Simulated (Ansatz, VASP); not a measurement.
**KBr in VASP and in Ansatz**

```
CELL_PARAMETERS angstrom
0.00000 3.27785 3.27785
3.27785 0.00000 3.27785
3.27785 3.27785 0.00000
ATOMIC_POSITIONS crystal
Br 0.50000 0.50000 0.50000
K 0.00000 0.00000 0.00000
```

Alike in both runs: task single point; functional PBE; dispersion D3(BJ); k mesh 7 × 7 × 7; occupations fermi-dirac, width 0.05 eV; no spin polarisation.

```csv
,VASP,Ansatz
version,VASP 6.6.1,Ansatz 0.2.0
potentials or method,"VASP PAW PBE potentials, release 64 (Br, K_sv)",Ansatz PAW
plane-wave cutoff (eV),520,420
valence electrons in the cell,16,16
```

Ansatz gave:

- gap on the k mesh at the Fermi level (eV): 4.49
- least direct gap on the mesh (eV): 4.49
- pressure (GPa): 0.1
- dispersion energy (meV/atom): -211.2

Which values does VASP return?

gap on the k mesh at the Fermi level (eV): 4.49; least direct gap on the mesh (eV): 4.49; pressure (GPa): 0.1; dispersion energy (meV/atom): -211.1.

Caveats: odd divisions of the mesh miss points on the zone boundary, where band edges often lie, so the gap on the mesh can be too wide (Ansatz). A hybrid or GW would open this gap; PBE tends to underestimate it.
